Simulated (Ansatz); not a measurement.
SiC (Moissanite 3C) under changes of volume

One of the cells (10.346 Å³/atom); the others are scaled copies at fixed shape and fractional positions:

```
Si C
1.0
     0.00000    2.17900    2.17900
     2.17900    0.00000    2.17900
     2.17900    2.17900    0.00000
Si C
1 1
Direct
  0.00000 0.00000 0.00000
  0.75000 0.75000 0.75000
```

* Program: Ansatz 0.2.0
* Functional: PBEsol
* Potentials or basis: all-electron LAPW, scalar-relativistic
* Cutoff: 380 eV (chosen from the basis error)
* Basis error allowed: 0.0005 eV/atom
* k mesh: 10 × 10 × 10
* Occupations: fermi-dirac, width 0.05 eV
* Spin: no spin polarisation

```csv
volume (Å³/atom),energy over the lowest point (meV/atom),pressure (GPa),gap on the mesh (eV)
9.725,?,?,?
9.932,11.55,9.5,1.21
10.139,2.63,4.4,1.23
10.346,0.00,-0.2,1.24
10.553,3.06,-4.4,1.26
10.760,11.28,-8.2,1.28
10.967,24.19,-11.7,1.29
```

**Question.** What does the run at 9.725 Å³/atom give?

**Answer.** Energy over the lowest point 27.38 meV/atom; pressure 15.1 GPa; gap on the mesh 1.19 eV.

Worked out: A Birch-Murnaghan fit of order 3 (a polynomial in V^(-2/3)) to the other rows has its minimum at 10.33 Å³/atom with B0 = V·E''(V) = 221 GPa and B' = 3.9. It gives 27.40 meV/atom at 9.725 Å³/atom, against the run's 27.38, and -dE/dV = 15.1 GPa, against 15.1. A straight line through the other rows of the gap, of slope 0.822 eV per unit of ln V, extrapolates to 1.19 eV, against the run's 1.19.

Energies are extrapolated to zero smearing.

A mesh can miss the band edges.
